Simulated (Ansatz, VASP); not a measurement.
Rh: VASP beside Ansatz

File INCAR:

```
SYSTEM = Rh
ALGO = Normal ; EDIFF = 1E-6
ENCUT = 520 ; GGA = CA
ISIF = 2 ; ISMEAR = 1
LASPH = .TRUE. ; LCHARG = .TRUE.
LELF = .TRUE. ; LREAL = .FALSE.
LVHAR = .TRUE. ; LWAVE = .FALSE.
NBANDS = 22 ; NELM = 100
PREC = Accurate ; SIGMA = 0.1
```

KPOINTS

```
k-points
0
G
  12 12 7
  0 0 0
```

POSCAR

```
Rh
1.0
    2.7126497296      0.0000000000      0.0000000000
   -1.3563253614      2.3492233875      0.0000000000
    0.0000000000      0.0000000000      4.3987667018
Rh
2
Direct
    0.6666666667      0.3333333333      0.7500000000
    0.3333333333      0.6666666667      0.2500000000
```

Input for Ansatz:

```yaml
crystal:
  lattice:
    - [2.712649729607627, 0.0, 0.0]
    - [-1.3563253614480077, 2.3492233874906434, 0.0]
    - [0.0, 0.0, 4.398766701765319]
  atoms:
    - { symbol: Rh, position: [0.6666666666666666, 0.3333333333333333, 0.75] }
    - { symbol: Rh, position: [0.3333333333333333, 0.6666666666666666, 0.25] }
basis:
  ecutwfc: 500.0
kpoints:
  mp_grid:
    grid: [12, 12, 7]
hamiltonian:
  xc: lda
  pseudopotentials:
    kind: paw
scf:
  occupations:
    method: cold
    width: 0.1
output:
  stress: true
```

This isn't the form of Rh at room conditions, which is fcc.

Alike in both runs: task single point; functional LDA; k mesh 12 × 12 × 7; no spin polarisation.

|  | VASP | Ansatz |
| --- | --- | --- |
| version | VASP 6.6.1 | Ansatz 0.2.0 |
| potentials or method | VASP PAW LDA potentials, release 64 (Rh_pv) | plane waves, PAW |
| plane-wave cutoff (eV) | 520 | 500 |
| occupations | methfessel-paxton of order 1, width 0.1 eV | cold, width 0.1 eV |
| valence electrons in the cell | 30 | 34 |

```csv
,VASP,Ansatz,Ansatz less VASP
pressure (GPa),-14.4,-15.1,-0.73
largest component of the traceless stress (GPa),0.13,0.01,-0.119
```

The two sets of potentials don't hold the same shells in valence.
